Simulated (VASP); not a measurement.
ZnSe, 2 atoms in the cell. It takes space group F-43m (No. 216, cubic). The conventional cell has a = 5.640 Å, b = 5.640 Å, c = 5.640 Å, α = 90.00°, β = 90.00°, γ = 90.00°. Around Zn (site symmetry -43m) lie 4 Se at 2.44 Å. Se (site symmetry -43m) is surrounded by 4 Zn at 2.44 Å. The cell is a database's computed one.

```yaml
Program: VASP 6.6.1
Task: single point
Functional: PBEsol
Potentials_or_basis: VASP PAW PBE potentials, release 64 (Zn, Se)
Cutoff: 520 eV
k_mesh: 8 × 8 × 8
Occupations: gaussian, width 0.5 eV
Spin: no spin polarisation
Further_INCAR_settings: ALGO = Normal; EDIFF = 1e-06; NBANDS = 16
```

Potentials or basis: VASP PAW PBE potentials, release 64 (Zn, Se).

Launch:

```bash
$ cat potpaw_PBE.64/Zn/POTCAR potpaw_PBE.64/Se/POTCAR > POTCAR
$ mpirun -np 1 vasp_std > vasp.out
```

Hardware: 1 thread of Intel(R) Xeon(R) Platinum 8488C (Sapphire Rapids) (shared host).

Question: Estimate the wall time of this run.

Answer: Wall time 22 s on 1 thread of Intel(R) Xeon(R) Platinum 8488C (Sapphire Rapids), on a shared host, peak memory 0.17 GiB. Counts: scf iterations 12, k points 29.
